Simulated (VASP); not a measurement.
# Ir (P6_3/mmc) in VASP: further runs, part 2 of 2

VASP 6.6.1. The steps go on from the part before.

## Step 3: Single point, r2SCAN

Input file POSCAR:

```
Ir
1.0
    2.7292116485      0.0000000000      0.0000000000
   -1.3646058242      2.3635666199      0.0000000000
    0.0000000000      0.0000000000      4.4220171842
Ir
2
Direct
    0.6666666667      0.3333333333      0.7500000000
    0.3333333333      0.6666666667      0.2500000000
```

Input file INCAR.step1:

```
ALGO = Normal
EDIFF = 1E-4
ENCUT = 520
GGA = PE
ISMEAR = 0
LASPH = True
LCHARG = False
LREAL = False
LWAVE = True
NBANDS = 16
NELM = 100
PREC = Accurate
SIGMA = 0.1
```

Input file INCAR.step2:

```
ALGO = Normal
EDIFF = 1E-7
ENCUT = 520
ISIF = 2
ISMEAR = 0
ISTART = 1
LASPH = True
LCHARG = False
LMIXTAU = True
LREAL = False
LWAVE = False
METAGGA = R2SCAN
NBANDS = 16
NELM = 100
PREC = Accurate
SIGMA = 0.1
```

Input file KPOINTS:

```
k-points
0
Gamma
  18 18 10
```

Potentials or basis: VASP PAW PBE potentials, release 64 (Ir).

Launch:

```console
$ cat potpaw_PBE.64/Ir/POTCAR > POTCAR
$ cp INCAR.step1 INCAR
$ mpirun -np 1 vasp_std > vasp.out
$ cp INCAR.step2 INCAR
$ mpirun -np 1 vasp_std > vasp.out
```

OUTCAR:

```text
EDIFF = 1E-7
   ENCUT = 520
   ISIF = 2
   ISMEAR = 0
   ISTART = 1
   LASPH = True
   LREAL = False
   METAGGA = R2SCAN
   NELM = 100
   PREC = Accurate

 ion  position               nearest neighbor table
   1  0.667  0.333  0.750-   2 2.72   2 2.72   2 2.72   2 2.72   2 2.72   2 2.72
   2  0.333  0.667  0.250-   1 2.72   1 2.72   1 2.72   1 2.72   1 2.72   1 2.72

  LATTYP: Found a hexagonal cell.
 ALAT       =     2.7292116485
 C/A-ratio  =     1.6202544008

  Lattice vectors:

 A1 = (   2.7292116485,   0.0000000000,   0.0000000000)
 A2 = (  -1.3646058242,   2.3635666199,   0.0000000000)
 A3 = (   0.0000000000,   0.0000000000,   4.4220171842)

Analysis of symmetry for initial positions (statically):
=====================================================================
 Subroutine PRICEL returns:
 Original cell was already a primitive cell.

 Routine SETGRP: Setting up the symmetry group for a
 hexagonal supercell.

 Subroutine GETGRP returns: Found 24 space group operations
 (whereof 12 operations were pure point group operations)
 out of a pool of 24 trial point group operations.

The static configuration has the point symmetry D_3d.
 The point group associated with its full space group is D_6h.

Analysis of symmetry for dynamics (positions and initial velocities):
=====================================================================
 Subroutine PRICEL returns:
 Original cell was already a primitive cell.

 Routine SETGRP: Setting up the symmetry group for a
 hexagonal supercell.

 Subroutine GETGRP returns: Found 24 space group operations
 (whereof 12 operations were pure point group operations)
 out of a pool of 24 trial point group operations.

The dynamic configuration has the point symmetry D_3d.
 The point group associated with its full space group is D_6h.

 Subroutine INISYM returns: Found 24 space group operations
 (whereof 12 operations are pure point group operations),
 and found     1 'primitive' translations

----------------------------------------------------------------------------------------

                                     Primitive cell

  volume of cell :      28.5250

  direct lattice vectors                    reciprocal lattice vectors
     2.729211649  0.000000000  0.000000000     0.366406175  0.211544704  0.000000000
    -1.364605824  2.363566620  0.000000000     0.000000000  0.423089407  0.000000000
     0.000000000  0.000000000  4.422017184     0.000000000  0.000000000  0.226141138

  length of vectors
     2.729211649  2.729211648  4.422017184     0.423089407  0.423089407  0.226141138

  position of ions in fractional coordinates (direct lattice)
     0.666666667  0.333333333  0.750000000
     0.333333333  0.666666667  0.250000000

  ion indices of the primitive-cell ions
   primitive index   ion index
                 1           1
                 2           2

----------------------------------------------------------------------------------------

 KPOINTS: k-points

Automatic generation of k-mesh.
 Grid dimensions read from file:
 generate k-points for:   18   18   10

 Generating k-lattice:

  Cartesian coordinates                     Fractional coordinates (reciprocal lattice)
     0.020355899  0.011752484  0.000000000     0.055555556  0.000000000  0.000000000
     0.000000000  0.023504967  0.000000000     0.000000000  0.055555556  0.000000000
     0.000000000  0.000000000  0.022614114     0.000000000  0.000000000  0.100000000

  Length of vectors
     0.023504967  0.023504967  0.022614114

  Shift w.r.t. Gamma in fractional coordinates (k-lattice)
     0.000000000  0.000000000  0.000000000

 Subroutine IBZKPT returns following result:
 ===========================================

 Found    222 irreducible k-points:

 Following reciprocal coordinates:
            Coordinates               Weight
  0.000000  0.000000  0.000000      1.000000
  0.055556  0.000000  0.000000      6.000000
  0.111111  0.000000  0.000000      6.000000
  0.166667 -0.000000  0.000000      6.000000
  0.222222 -0.000000  0.000000      6.000000
  0.277778  0.000000  0.000000      6.000000
[... 16 lines left out ...]
  0.333333  0.111111  0.000000     12.000000
  0.388889  0.111111  0.000000     12.000000
 [... further k-points ...]
   k-points           NKPTS =    222   k-points in BZ     NKDIM =    222   number of bands    NBANDS=     16
   number of dos      NEDOS =    301   number of ions     NIONS =      2
   total plane-waves  NPLWV =  14400
   dimension x,y,z NGX =    20 NGY =   20 NGZ =   36
   dimension x,y,z NGXF=    40 NGYF=   40 NGZF=   72
   ions per type =               2
   NGX,Y,Z   is equivalent  to a cutoff of  12.18, 12.18, 13.53 a.u.
   NGXF,Y,Z  is equivalent  to a cutoff of  24.37, 24.37, 27.07 a.u.
 SYSTEM =  unknown system
   PREC   = accura    normal or accurate (medium, high low for compatibility)
   ISTART =      1    job   : 0-new  1-cont  2-samecut
   ICHARG =      0    charge: 1-file 2-atom 10-const
   ISPIN  =      1    spin polarized calculation?
   LNONCOLLINEAR =      F non collinear calculations
   LSORBIT =      F    spin-orbit coupling
   LASPH  =      T    aspherical Exc in radial PAW
   ENCUT  =  520.0 eV  38.22 Ry    6.18 a.u.   5.07  5.07  8.22*2*pi/ulx,y,z
   NELM   =    100;   NELMIN=  2; NELMDL=  0     # of ELM steps
   EDIFF  = 0.1E-06   stopping-criterion for ELM
   LREAL  =      F    real-space projection
   EDIFFG = 0.1E-05   stopping-criterion for IOM
   NSW    =      0    number of steps for IOM
   IBRION =     -1    ionic relax: 0-MD 1-quasi-New 2-CG
   NFREE  =      0    steps in history (QN), initial steepest desc. (CG)
   ISIF   =      2    stress and relaxation
   ISYM   =      2    0-nonsym 1-usesym 2-fastsym
   POTIM  = 0.5000    time-step for ionic-motion
   TEBEG  =    0.0;   TEEND  =   0.0 temperature during run
   PSTRESS=    0.0 pullay stress
   NELECT =      18.0000    total number of electrons
   NUPDOWN=      -1.0000    fix difference up-down
   EMIN   =  10.00;   EMAX   =-10.00  energy-range for DOS
   EFERMI =   0.00;   METHOD = LEGACY
   ISMEAR =     0;   SIGMA  =   0.10  broadening in eV -4-tet -1-fermi 0-gaus
   EFERMI_NEDOS =   21; number of points for ismear=-14 and -15
   IALGO  =     38    algorithm
   IMIX   =      4    mixing-type and parameters
     AMIX     =   0.40;   BMIX     =  1.00
     AMIX_MAG =   1.60;   BMIX_MAG =  1.00
  volume/ion in A,a.u.               =      14.26        96.25
  Fermi-wavevector in a.u.,A,eV,Ry     =   1.404183  2.653522 26.827029  1.971731
  Thomas-Fermi vector in A             =   2.526771
   LORBIT       =      0    0 simple, 1 ext, 2 COOP (PROOUT), +10 PAW based schemes
   METAGGA = R2SCAN    functional components
   LHFCALC =     F    Hartree Fock is set to
   AEXX    =    0.0000 exact exchange contribution
   IVDW    =     0    specifies the selected vdW correction
   LEPSILON=     F    determine dielectric tensor
   LRPA    =     F    only Hartree local field effects (RPA)
 non-spin polarized calculation
 Gauss-broadening in eV      SIGMA  =   0.10
  energy-cutoff  :      520.00
  volume of cell :       28.52
 maximum number of plane-waves:       785
   NGX = 11   NGY = 11   NGZ = 17

 number of electron      18.0000000 magnetization

 Free energy of the ion-electron system (eV)
  ---------------------------------------------------
  ext. energy  EPLUGINS =         0.00000000
  ---------------------------------------------------
  free energy    TOTEN  =      -104.56142208 eV

  energy without entropy =     -104.55165224  energy(sigma->0) =     -104.55653716

 E-fermi :  10.1831     XC(G=0): -15.2800

 val. band max:       10.1761497544   @ k =   0.3889  -0.0000   0.0000
 cond. band min:      10.1878892160   @ k =   0.3333   0.3333   0.1000
 fundamental gap:      0.0117394616
 Fermi energy:        10.1831429598

 k-point     1 :       0.0000    0.0000    0.0000
  band No.  band energies     occupation
      1      -1.4084      2.00000
      2       1.7269      2.00000
      3       6.1216      2.00000
      4       6.2153      2.00000
      5       6.2153      2.00000
      6       6.8894      2.00000
[... 8 lines left out ...]
     15      27.4916      0.00000
     16      28.5399      0.00000
[... 419 lines left out ...]
 k-point    24 :       0.3889    0.1111    0.0000
  band No.  band energies     occupation
      1       2.7311      2.00000
      2       2.8165      2.00000
      3       3.1786      2.00000
      4       5.7852      2.00000
      5       6.0119      2.00000
      6       6.4698      2.00000
[... 8 lines left out ...]
     15      21.1784      0.00000
     16      24.1156      0.00000

 [... further k-points ...]

------------------------ aborting loop because EDIFF is reached ----------------------------------------

  FORCE on cell =-STRESS in cart. coord.  units (eV):
  Direction    XX          YY          ZZ          XY          YZ          ZX
  --------------------------------------------------------------------------------------
  -------------------------------------------------------------------------------------
  Total        0.4302358      0.4302358      0.4556503      0.0000000      0.0000000      0.0000000
  in kB       24.1652676     24.1652676     25.5927391      0.0000000      0.0000000      0.0000000
  external PRESSURE =      24.6410914 kB  Pullay stress =       0.0000000 kB

 VOLUME and BASIS-vectors are now :
 -----------------------------------------------------------------------------
  energy-cutoff  :      520.00
  volume of cell :       28.52
      direct lattice vectors                 reciprocal lattice vectors
     2.729211649  0.000000000  0.000000000     0.366406175  0.211544704  0.000000000
    -1.364605824  2.363566620  0.000000000     0.000000000  0.423089407  0.000000000
     0.000000000  0.000000000  4.422017184     0.000000000  0.000000000  0.226141138

 POSITION                                       TOTAL-FORCE (eV/Angst)
 -----------------------------------------------------------------------------------
      1.36461      0.78786      3.31651         0.000000      0.000000      0.000000
     -0.00000      1.57571      1.10550        -0.000000      0.000000      0.000000
 -----------------------------------------------------------------------------------
    total drift:                               -0.000000      0.000000     -0.000000

  FREE ENERGIE OF THE ION-ELECTRON SYSTEM (eV)
  ---------------------------------------------------
  free  energy   TOTEN  =      -104.5614220797 eV

  energy  without entropy=     -104.5516522430  energy(sigma->0) =     -104.55653716
```

OUTCAR.step1:

```text
EDIFF = 1E-4
   ENCUT = 520
   GGA = PE
   ISMEAR = 0
   LASPH = True
[... 680 lines left out ...]
 -----------------------------------------------------------------------------------
      1.36461      0.78786      3.31651        -0.000000      0.000000      0.000000
     -0.00000      1.57571      1.10550         0.000000     -0.000000      0.000000
 -----------------------------------------------------------------------------------
    total drift:                               -0.000000      0.000000     -0.000000

  FREE ENERGIE OF THE ION-ELECTRON SYSTEM (eV)
  ---------------------------------------------------
  free  energy   TOTEN  =       -17.5425229463 eV

  energy  without entropy=      -17.5322997336  energy(sigma->0) =      -17.53741134
```

Wall time 3.4 min (1 thread of AMD EPYC 9R45 (Zen 5), shared host); peak memory 0.18 GiB.

What came out:

- Free energy: -104.5614 eV
- Pressure: 2.5 GPa
- Band gap on the k mesh: none (metal or under the smearing width)

Stress tensor (GPa, compression positive):
```
2.42 0.00 0.00
0.00 2.42 0.00
0.00 0.00 2.56
```

Levels at points of the mesh, in eV from the Fermi level:
```
           k point  band 7  band 8  band 9  band 10  band 11  band 12
(0.00, 0.00, 0.00)   -3.29   -2.49   -2.49    -0.77     0.26     0.26
(0.50, 0.00, 0.00)   -3.08    0.71    0.97     1.14     3.05     4.58
(0.00, 0.00, 0.50)   -4.10   -4.10   -0.51    -0.51    -0.51    -0.51
(0.50, 0.00, 0.50)   -0.98   -0.98    0.97     0.97     2.09     2.09
```

Caveat: the PAW data sets were made with another functional, which shifts forces and pressure a little. The run has no spin-orbit coupling, so splittings on Ir are missing.
